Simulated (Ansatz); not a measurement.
# Calculated field gradients at the nuclei for TaN at a changed volume

The cell is an entry of the Crystallography Open Database (COD), relaxed with PBE at fixed cell and then changed (volume scaled by 1.06, ions relaxed).

Space group P6/mmm (No. 191); a = 5.2867, c = 2.9650 Å, γ = 120.00°.

| site | Wyckoff | site symmetry | x | y | z |
| --- | --- | --- | --- | --- | --- |
| Ta1 | 1a | 6/mmm | 0.0000 | 0.0000 | 0.0000 |
| Ta2 | 2d | -6m2 | 0.3333 | 0.6667 | 0.5000 |
| N | 3f | mmm | 0.5000 | 0.0000 | 0.0000 |

One atom of each set is listed.

The numbers come from a DFT calculation in Ansatz (PBE, plane waves and PAW, scalar-relativistic, collinear spin, 420 eV cutoff, Γ-centred 10×10×16 k-points, Fermi–Dirac smearing 0.05 eV). Start moments as typed (μB): 2 on each Ta, none on the rest.

Conventions: |V_zz| ≥ |V_yy| ≥ |V_xx|, η = (V_xx − V_yy)/V_zz, C_Q = eQV_zz/h.

181Ta: I = 7/2, Q = 3170 mb; ¹⁴N: I = 1, Q = 20.44 mb. Quadrupole moments are those of Pyykkö's year-2017 table.

Task: What field gradients does the calculation give at each kind of site?

Result: 

```csv
site,atoms,first shell,"V_xx, V_yy, V_zz (10²¹ V/m²)",η,C_Q (MHz)
Ta1,1,6 N at 2.64 Å,"22.9, 22.9, -45.7",0.00,-3503
Ta2,2,6 N at 2.13 Å,"17.47, 17.47, -34.9",0.00,-2678
N,3,4 Ta at 2.13 Å; also 2 Ta at 2.64 Å,"-0.21, -2.51, 2.72",0.84,1.35
```

An axis of threefold or higher order runs through Ta1 and Ta2, so V_zz lies along it and η is zero.

With no gap above 0.1 eV, as in a metal, the gradients converge slowly in k; expect changes of a tenth or more on a denser mesh. Without spin–orbit coupling the gradients at and beside Ta can be off by some per cent, at some sites by more. With these PAW files V_zz is typically within 2 to 3 % of all-electron values, but misses above 10 % occur on Ta. At this changed cell the PBE pressure is -7 GPa. The start moments die out, and the run ends without spin.

The relaxation (1 step) took 33 s of wall time (33 s of CPU time) and 0.86 GiB at its peak, on 1 thread of Intel Xeon 6975P-C (Granite Rapids) (x86_64; 16 cores open to the job, memory cap 3.0 GiB, no GPU), a shared host with a load of 0.5 a core.
